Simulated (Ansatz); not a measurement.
# P: the cost of one run

Computed with Ansatz 0.2.0 (DFT PBE, scalar-relativistic, plane waves, PAW, unless a step's input says otherwise).

## Step 1: The starting structure

It takes space group I4_1/amd (No. 141, tetragonal). Conventional cell: a = 9.576 Å, b = 9.576 Å, c = 4.461 Å, α = 90.00°, β = 90.00°, γ = 90.00°. P (site symmetry m) is surrounded by 4 P at 2.12 to 2.21 Å. P (site symmetry -4m2) has 4 P at 2.13 Å as nearest neighbours.

As a file:

```cif
data_structure
_symmetry_space_group_name_H-M 'I4_1/amd:1'
_symmetry_Int_Tables_number 141
_cell_length_a 9.5761
_cell_length_b 9.5761
_cell_length_c 4.4613
_cell_angle_alpha 90.000
_cell_angle_beta 90.000
_cell_angle_gamma 90.000
_cell_volume 409.10
loop_
_atom_site_label
_atom_site_type_symbol
_atom_site_symmetry_multiplicity
_atom_site_Wyckoff_symbol
_atom_site_fract_x
_atom_site_fract_y
_atom_site_fract_z
_atom_site_occupancy
P1 P 16 h 0.00000 0.86527 0.12002 1
P2 P 4 b 0.00000 0.00000 0.50000 1
```

A structure generator made this guess: 4-connected net of one element (I4_1/amd, No. 141). Its size is a rough estimate.

## Step 2: The guess as it stands, on a coarse mesh

input.yaml

```yaml
crystal:
  lattice:
    - [-4.78804727, 4.78804727, 2.23062585]
    - [4.78804727, -4.78804727, 2.23062585]
    - [4.78804727, 4.78804727, -2.23062585]
  atoms:
    - { symbol: P, position: [0.98529327, 0.12002089, 0.86527238] }
    - { symbol: P, position: [0.87002089, 0.5047485, 0.63472762] }
    - { symbol: P, position: [0.87002089, 0.23529327, 0.36527238] }
    - { symbol: P, position: [0.76470673, 0.12997911, 0.63472762] }
    - { symbol: P, position: [0.4952515, 0.12997911, 0.36527238] }
    - { symbol: P, position: [0.2547485, 0.12002089, 0.13472762] }
    - { symbol: P, position: [0.87997911, 0.7452515, 0.86527238] }
    - { symbol: P, position: [0.87997911, 0.01470673, 0.13472762] }
    - { symbol: P, position: [0.5, 0.5, 0.0] }
    - { symbol: P, position: [0.25, 0.75, 0.5] }
basis:
  ecutwfc: 420
kpoints:
  mp_grid: { grid: [4, 4, 4] }
hamiltonian:
  xc: pbe
scf:
  occupations: { method: gaussian, width: 0.1 }
  lower_state_search: "off"
output:
  forces: true
  stress: true
  eigenvalues: true
```

Run with:

```console
ansatz run input.yaml --threads 1 --pin off --max-ram 2560MiB --backend cpu --events-out ev --progress --plain --runs-dir out
```

Q: Estimate wall time and peak memory on 1 thread of Arm Neoverse V2, shared host.

About 6.5 s, with a peak of 0.48 GiB.
